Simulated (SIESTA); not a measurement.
Runs of SIESTA 5.4.2 on NiO2. Symmetry: P-3m1, No. 164, trigonal system. Conventional cell: a = 2.799 Å, b = 2.799 Å, c = 4.618 Å, α = 90.00°, β = 90.00°, γ = 120.00°. Ni (site symmetry -3m) has 6 O at 1.88 Å as nearest neighbours. O (site symmetry 3m) has 3 Ni at 1.88 Å as nearest neighbours. The cell comes from a database or a generator and needn't be the stable form of this composition.

```csv
task,level,potentials or basis,k mesh,gap on the mesh (eV),pressure (GPa),moment (μB),V0 of scaled cells (Å³/atom),B0 (GPa),largest force (eV/Å)
equation of state,LDA,"PseudoDojo 0.4 standard (LDA files), DZP (energy shift 0.003 Ry; two zetas on semicore shells)",8 × 8 × 4,-,-,-,(b),225,-
equation of state,PBEsol,"PseudoDojo 0.4 standard (PBEsol files), DZP (energy shift 0.003 Ry; two zetas on semicore shells)",8 × 8 × 4,-,-,-,10.32,(c),-
band structure,PBEsol,"PseudoDojo 0.4 standard (PBEsol files), DZP (energy shift 0.003 Ry; two zetas on semicore shells)",11 × 11 × 6,0.82,(a),0.00,-,-,0.08
band structure,LDA,"PseudoDojo 0.4 standard (LDA files), DZP (energy shift 0.003 Ry; two zetas on semicore shells)",11 × 11 × 6,0.76,-8.7,0.00,-,-,0.45
```

Alike in all rows: spin collinear, ferromagnetic start; cell as given; smearing fermi-dirac 0.05 eV; grid cutoff 800 Ry; energy shift 0.003 Ry.

Estimate the missing entries.

(a) -2.3; (b) 10.00; (c) 203.

Caveats: short orbitals over semicore shells can move pressures by several GPa; the basis of atomic orbitals isn't converged, which shifts pressures, moduli and gaps; the cell was scaled at fixed shape and fractional positions, which overstates the stiffness of a crystal with free parameters, most of all of layers and chains (some runs).

A k mesh can miss the band edges.

Not every run made on this cell is shown here.
